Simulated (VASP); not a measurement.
Set up this calculation in VASP 6.6.1, as the native input.

| Quantity | Value |
| --- | --- |
| Task | relaxation of cell and atoms |
| Functional | PBEsol |
| Potentials or basis | VASP PAW PBE potentials, release 64 (K_sv, F) |
| Cutoff | 600 eV |
| k mesh | 10 × 10 × 10 |
| Occupations | gaussian, width 0.03 eV |
| Spin | no spin polarisation |
| Further INCAR settings | ALGO = Normal; EDIFF = 1e-07; IBRION = 2; EDIFFG = -0.005; NSW = 90; ISIF = 3 |

The structure of KF (Carobbiite) lies in POSCAR:

```
KF                                      
1.0
    0.0000000000      2.6558979372      2.6558979372
    2.6558979372     -0.0000000000      2.6558979372
    2.6558979372      2.6558979372      0.0000000000
  K               F             
     1     1
Direct
     0.0000000000000000    0.0000000000000000    0.0000000000000000
     0.5000000000000000    0.5000000000000000    0.5000000000000000
```

These files were run (other wordings do the same):

INCAR

```
SYSTEM = KF
  ALGO = Normal
  EDIFF = 1E-7
  EDIFFG = -0.005
  ENCUT = 600
  GGA = PS
  IBRION = 2
  ISIF = 3
  ISMEAR = 0
  LASPH = .TRUE.
  LCHARG = .FALSE.
  LREAL = .FALSE.
  LWAVE = .FALSE.
  NELM = 80
  NSW = 90
  PREC = Accurate
  SIGMA = 0.03
```

KPOINTS

```
k-points
0
G
  10 10 10
  0 0 0
```

Potentials or basis: VASP PAW PBE potentials, release 64 (K_sv, F).

The run is started by

```sh
$ cat potpaw_PBE.64/K_sv/POTCAR potpaw_PBE.64/F/POTCAR > POTCAR
$ mpirun -np 1 vasp_std > vasp.out
```

It gave:

* Relaxed volume: 18.71 Å³/atom
* Relaxed cell: a = 3.755 Å, b = 3.755 Å, c = 3.755 Å, α = 60.00°, β = 60.00°, γ = 60.00°
* Space group after relaxing (to 0.05 Å): Fm-3m (No. 225)
* Energy gained by relaxing: 0.0 meV/atom
* Ionic steps: 2
* Pressure after relaxing: 0.0 GPa
* Band gap on the k mesh: 6.13 eV, direct

Caveat: the PAW data sets were made with another functional, which shifts forces and pressure a little.

Run time: 21 s on 1 thread of Intel(R) Xeon(R) 6975P-C (Granite Rapids), on a shared host, peak memory 0.18 GiB.
